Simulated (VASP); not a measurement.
# TePb (Fm-3m) in VASP: a series of runs

One crystal, TePb, is run at these levels: LDA, PBE; tasks: single point.

Everything below comes from runs of VASP 6.6.1. Logs are shortened: lines on timing, memory, paths and dates and some standing lists are left out, and cuts for length are marked.

### 1 Starting point

Symmetry: Fm-3m, No. 225, cubic system. Conventional cell: a = 6.462 Å, b = 6.462 Å, c = 6.462 Å, α = 90.00°, β = 90.00°, γ = 90.00°. Pb (site symmetry m-3m) is surrounded by 6 Te at 3.23 Å. Around Te (site symmetry m-3m) lie 6 Pb at 3.23 Å.

### 2 Single point, LDA

File run.py:

```python
from ase.calculators.vasp import Vasp
from ase.dft.bandgap import bandgap
from ase.spacegroup import crystal

atoms = crystal(
    ['Pb', 'Te'],
    basis=[[0.0, 0.0, 0.0], [0.5, 0.0, 0.0]],
    spacegroup=225,
    setting=1,
    cellpar=[6.462, 6.462, 6.462, 90.0, 90.0, 90.0],
    primitive_cell=True,
)
calc = Vasp(
    directory='calc',
    xc='lda',
    pp='LDA',
    setups='recommended',
    prec='Accurate',
    encut=520,
    ediff=1e-07,
    ismear=0,
    sigma=0.05,
    lreal=False,
    lasph=True,
    nelm=60,
    algo='Normal',
    isif=2,
    lwave=False,
    lcharg=True,
    lelf=True,
    lvhar=True,
    kpts=[7, 7, 7],
    gamma=True,
)
atoms.calc = calc

print('energy (eV):', atoms.get_potential_energy())
print('free energy (eV):', atoms.get_potential_energy(force_consistent=True))
print('forces (eV/A):')
print(atoms.get_forces())
print('stress (eV/A^3, Voigt):', atoms.get_stress())
print('Fermi level (eV):', calc.get_fermi_level())
gap, top, bottom = bandgap(calc)
print('band gap (eV):', gap, 'from (spin, k, band)', top, 'to', bottom)
```

Potentials or basis: VASP PAW LDA potentials, release 64 (Pb_d, Te).

The run is started by

```bash
$ python run.py
```

What it wrote:

```text
energy (eV): -8.76434715
free energy (eV): -8.76434715
forces (eV/A):
[[ 0.  0. -0.]
 [ 0.  0.  0.]]
stress (eV/A^3, Voigt): [ 0.01045395  0.01045395  0.01045395 -0.          0.         -0.        ]
Fermi level (eV): 5.50897906
band gap (eV): 0.9333 from (spin, k, band) (0, np.int64(3), np.int64(9)) to (0, np.int64(3), np.int64(10))
```

OUTCAR:

```text
ENCUT = 520.000000
   EDIFF = 1.00e-07
   PREC = Accurate
   ISIF = 2
   ISMEAR = 0
   NELM = 60
   LASPH = .TRUE.
   LREAL = .FALSE.

 ion  position               nearest neighbor table
   1  0.000  0.000  0.000-   2 3.23   2 3.23   2 3.23   2 3.23   2 3.23   2 3.23
   2  0.500  0.500  0.500-   1 3.23   1 3.23   1 3.23   1 3.23   1 3.23   1 3.23

  LATTYP: Found a face centered cubic cell.
 ALAT       =     6.4620000000

  Lattice vectors:

 A1 = (   0.0000000000,   3.2310000000,   3.2310000000)
 A2 = (   3.2310000000,   0.0000000000,   3.2310000000)
 A3 = (   3.2310000000,   3.2310000000,   0.0000000000)

Analysis of symmetry for initial positions (statically):
=====================================================================
 Subroutine PRICEL returns:
 Original cell was already a primitive cell.

 Routine SETGRP: Setting up the symmetry group for a
 face centered cubic supercell.

 Subroutine GETGRP returns: Found 48 space group operations
 (whereof 48 operations were pure point group operations)
 out of a pool of 48 trial point group operations.

The static configuration has the point symmetry O_h .

Analysis of symmetry for dynamics (positions and initial velocities):
=====================================================================
 Subroutine PRICEL returns:
 Original cell was already a primitive cell.

 Routine SETGRP: Setting up the symmetry group for a
 face centered cubic supercell.

 Subroutine GETGRP returns: Found 48 space group operations
 (whereof 48 operations were pure point group operations)
 out of a pool of 48 trial point group operations.

The dynamic configuration has the point symmetry O_h .

 Subroutine INISYM returns: Found 48 space group operations
 (whereof 48 operations are pure point group operations),
 and found     1 'primitive' translations

----------------------------------------------------------------------------------------

                                     Primitive cell

  volume of cell :      67.4592

  direct lattice vectors                    reciprocal lattice vectors
     0.000000000  3.231000000  3.231000000    -0.154750851  0.154750851  0.154750851
     3.231000000  0.000000000  3.231000000     0.154750851 -0.154750851  0.154750851
     3.231000000  3.231000000  0.000000000     0.154750851  0.154750851 -0.154750851

  length of vectors
     4.569324020  4.569324020  4.569324020     0.268036337  0.268036337  0.268036337

  position of ions in fractional coordinates (direct lattice)
     0.000000000  0.000000000  0.000000000
     0.500000000  0.500000000  0.500000000

  ion indices of the primitive-cell ions
   primitive index   ion index
                 1           1
                 2           2

----------------------------------------------------------------------------------------

 KPOINTS: KPOINTS created by Atomic Simulation Env

Automatic generation of k-mesh.
 Grid dimensions read from file:
 generate k-points for:    7    7    7

 Generating k-lattice:

  Cartesian coordinates                     Fractional coordinates (reciprocal lattice)
    -0.022107264  0.022107264  0.022107264     0.142857143  0.000000000  0.000000000
     0.022107264 -0.022107264  0.022107264     0.000000000  0.142857143  0.000000000
[... 36 lines left out ...]
   number of dos      NEDOS =    301   number of ions     NIONS =      2
   total plane-waves  NPLWV =  46656
   dimension x,y,z NGX =    36 NGY =   36 NGZ =   36
   dimension x,y,z NGXF=    72 NGYF=   72 NGZF=   72
   ions per type =               1   1
   NGX,Y,Z   is equivalent  to a cutoff of  13.10, 13.10, 13.10 a.u.
   NGXF,Y,Z  is equivalent  to a cutoff of  26.20, 26.20, 26.20 a.u.
 SYSTEM =  unknown system
   PREC   = accura    normal or accurate (medium, high low for compatibility)
   ISTART =      0    job   : 0-new  1-cont  2-samecut
   ICHARG =      2    charge: 1-file 2-atom 10-const
   ISPIN  =      1    spin polarized calculation?
   LNONCOLLINEAR =      F non collinear calculations
   LSORBIT =      F    spin-orbit coupling
   LASPH  =      T    aspherical Exc in radial PAW
   ENCUT  =  520.0 eV  38.22 Ry    6.18 a.u.   8.50  8.50  8.50*2*pi/ulx,y,z
   NELM   =     60;   NELMIN=  2; NELMDL= -5     # of ELM steps
   EDIFF  = 0.1E-06   stopping-criterion for ELM
   LREAL  =      F    real-space projection
   EDIFFG = 0.1E-05   stopping-criterion for IOM
   NSW    =      0    number of steps for IOM
   IBRION =     -1    ionic relax: 0-MD 1-quasi-New 2-CG
   NFREE  =      0    steps in history (QN), initial steepest desc. (CG)
   ISIF   =      2    stress and relaxation
   ISYM   =      2    0-nonsym 1-usesym 2-fastsym
   POTIM  = 0.5000    time-step for ionic-motion
   TEBEG  =    0.0;   TEEND  =   0.0 temperature during run
   PSTRESS=    0.0 pullay stress
   NELECT =      20.0000    total number of electrons
   NUPDOWN=      -1.0000    fix difference up-down
   EMIN   =  10.00;   EMAX   =-10.00  energy-range for DOS
   EFERMI =   0.00;   METHOD = LEGACY
   ISMEAR =     0;   SIGMA  =   0.05  broadening in eV -4-tet -1-fermi 0-gaus
   EFERMI_NEDOS =   21; number of points for ismear=-14 and -15
   IALGO  =     38    algorithm
   IMIX   =      4    mixing-type and parameters
     AMIX     =   0.40;   BMIX     =  1.00
     AMIX_MAG =   1.60;   BMIX_MAG =  1.00
  volume/ion in A,a.u.               =      33.73       227.62
  Fermi-wavevector in a.u.,A,eV,Ry     =   1.091619  2.062861 16.213147  1.191633
  Thomas-Fermi vector in A             =   2.227868
   LORBIT       =      0    0 simple, 1 ext, 2 COOP (PROOUT), +10 PAW based schemes
   GGA     = CA    functional components
   LHFCALC =     F    Hartree Fock is set to
   AEXX    =    0.0000 exact exchange contribution
   IVDW    =     0    specifies the selected vdW correction
   LEPSILON=     F    determine dielectric tensor
   LRPA    =     F    only Hartree local field effects (RPA)
 non-spin polarized calculation
 Gauss-broadening in eV      SIGMA  =   0.05
  energy-cutoff  :      520.00
  volume of cell :       67.46
 maximum number of plane-waves:      1837
 NGX is ok and might be reduce to    36
   NGX = 17   NGY = 17   NGZ = 17

 number of electron      20.0000003 magnetization

 Free energy of the ion-electron system (eV)
  ---------------------------------------------------
  ext. energy  EPLUGINS =         0.00000000
  ---------------------------------------------------
  free energy    TOTEN  =        -8.76434715 eV

  energy without entropy =       -8.76434715  energy(sigma->0) =       -8.76434715

 E-fermi :   5.5090     XC(G=0):  -9.5750

 val. band max:        5.2959398492   @ k =   0.4286   0.0000   0.0000
 cond. band min:       6.2292295946   @ k =   0.4286   0.0000   0.0000
 fundamental gap:      0.9332897455
 Fermi energy:         5.5089790565

 k-point     1 :       0.0000    0.0000    0.0000
  band No.  band energies     occupation
      1     -11.2529      2.00000
      2     -11.2529      2.00000
      3     -11.2390      2.00000
      4     -11.2390      2.00000
      5     -11.2390      2.00000
      6      -6.6421      2.00000
      7      -0.2606      2.00000
      8       4.0681      2.00000
      9       4.0681      2.00000
     10       4.0681      2.00000
     11       9.4028      0.00000
     12       9.4028      0.00000
     13       9.4028      0.00000
     14      11.1943      0.00000
[... 309 lines left out ...]
      1     -11.2962      2.00000
      2     -11.2548      2.00000
      3     -11.2346      2.00000
      4     -11.2273      2.00000
      5     -11.2139      2.00000
      6      -4.8397      2.00000
      7      -2.6763      2.00000
      8       1.4990      2.00000
      9       2.1291      2.00000
     10       4.7372      2.00000
     11       7.2812      0.00000
     12      10.0616      0.00000
     13      10.8572      0.00000
     14      11.4806      0.00000

------------------------ aborting loop because EDIFF is reached ----------------------------------------

  FORCE on cell =-STRESS in cart. coord.  units (eV):
  Direction    XX          YY          ZZ          XY          YZ          ZX
  --------------------------------------------------------------------------------------
  -------------------------------------------------------------------------------------
  Total       -0.7052140     -0.7052140     -0.7052140     -0.0000000     -0.0000000     -0.0000000
  in kB      -16.7490675    -16.7490675    -16.7490675     -0.0000000     -0.0000000     -0.0000000
  external PRESSURE =     -16.7490675 kB  Pullay stress =       0.0000000 kB

 VOLUME and BASIS-vectors are now :
 -----------------------------------------------------------------------------
  energy-cutoff  :      520.00
  volume of cell :       67.46
      direct lattice vectors                 reciprocal lattice vectors
     0.000000000  3.231000000  3.231000000    -0.154750851  0.154750851  0.154750851
     3.231000000  0.000000000  3.231000000     0.154750851 -0.154750851  0.154750851
     3.231000000  3.231000000  0.000000000     0.154750851  0.154750851 -0.154750851

 POSITION                                       TOTAL-FORCE (eV/Angst)
 -----------------------------------------------------------------------------------
      0.00000      0.00000      0.00000         0.000000      0.000000     -0.000000
      3.23100      3.23100      3.23100         0.000000      0.000000      0.000000
 -----------------------------------------------------------------------------------
    total drift:                               -0.000000      0.000000      0.000000

  FREE ENERGIE OF THE ION-ELECTRON SYSTEM (eV)
  ---------------------------------------------------
  free  energy   TOTEN  =        -8.7643471501 eV

  energy  without entropy=       -8.7643471501  energy(sigma->0) =       -8.76434715
```

INCAR:

```text
ENCUT = 520.000000
SIGMA = 0.050000
EDIFF = 1.00e-07
ALGO = Normal
PREC = Accurate
ISIF = 2
ISMEAR = 0
NELM = 60
LASPH = .TRUE.
LCHARG = .TRUE.
LELF = .TRUE.
LVHAR = .TRUE.
LWAVE = .FALSE.
LREAL = .FALSE.
```

It took 16 s on 1 thread of Intel Xeon 6975P-C (Granite Rapids), shared host; peak memory 0.17 GiB.

What came out:

```yaml
Free_energy: -8.7643 eV
Pressure: -1.7 GPa
```

Caveat: this odd mesh misses L, where the gap lies, so gap, dielectric constants and Born charges aren't listed. Spin-orbit coupling is left out, which matters for the levels of Pb, Te.

### 3 Single point, PBE

File INCAR:

```
SYSTEM = TePb
ADDGRID = .False.
ALGO = Normal
EDIFF = 1E-7
ENCUT = 520
GGA = PE
ISIF = 2
ISMEAR = 0
LASPH = .True.
LCHARG = .False.
LREAL = .False.
LWAVE = .False.
NELM = 100
PREC = Accurate
SIGMA = 0.05
```

File KPOINTS:

```
k-points
0
Gamma
  8 8 8
  0 0 0
```

File POSCAR:

```
TePb
1.0
    0.0000000000      3.2310000000      3.2310000000
    3.2310000000      0.0000000000      3.2310000000
    3.2310000000      3.2310000000      0.0000000000
Pb Te
1 1
Direct
   -0.0068530000      0.0005720000     -0.0056850000
    0.5279490000      0.4690950000      0.5208160000
```

Potentials or basis: VASP PAW PBE potentials, release 64 (Pb_d, Te).

The run is started by

```bash
$ cat potpaw_PBE.64/Pb_d/POTCAR potpaw_PBE.64/Te/POTCAR > POTCAR
$ mpirun -np 1 vasp_std > vasp.out
```

Wall time 3.2 min (1 thread of Intel Xeon Platinum 8488C (Sapphire Rapids), shared host); peak memory 0.41 GiB.

These settings aren't checked as converged: the numbers below hold their error.

What came out:

* Free energy: -7.4829 eV
* Pressure: 2.6 GPa
* Largest force: 0.242 eV/Å
* Band gap on the k mesh: 0.90 eV, direct

Caveat: spin-orbit coupling is left out, which as a rule narrows the gap of such compounds by several tenths of an eV.

### 4 Single point, PBE

INCAR is that of step 3.

File KPOINTS:

```
k-points
0
Gamma
  9 9 9
  0 0 0
```

File POSCAR:

```
TePb
1.0
    0.0000000000      3.2310000000      3.2310000000
    3.2310000000      0.0000000000      3.2310000000
    3.2310000000      3.2310000000      0.0000000000
Pb Te
1 1
Direct
    0.0000000000      0.0000000000      0.0000000000
    0.5000000000      0.5000000000      0.5000000000
```

The run is started by

```bash
$ cat potpaw_PBE.64/Pb_d/POTCAR potpaw_PBE.64/Te/POTCAR > POTCAR
$ mpirun -np 1 vasp_std > vasp.out
```

Run time: 42 s. Hardware: 1 thread of Intel Xeon Platinum 8488C (Sapphire Rapids), shared host; peak memory 0.22 GiB.

The run converged, but some of its settings lie outside the range that counts as converged, so its numbers aren't taken as properties of the crystal.

Results:

- Free energy: -7.5017 eV
- Pressure: 2.1 GPa

Caveat: this odd mesh misses L, where the gap lies, so gap, dielectric constants and Born charges aren't listed.

### 5 For comparison

An earlier run on the cell as given: functional PBEsol; potentials or basis VASP PAW PBE potentials, release 64 (Pb_d, Te); cutoff 520 eV; k mesh 7 × 7 × 7; occupations fermi-dirac, width 0.05 eV; no spin polarisation.

- Pressure: -0.4 GPa
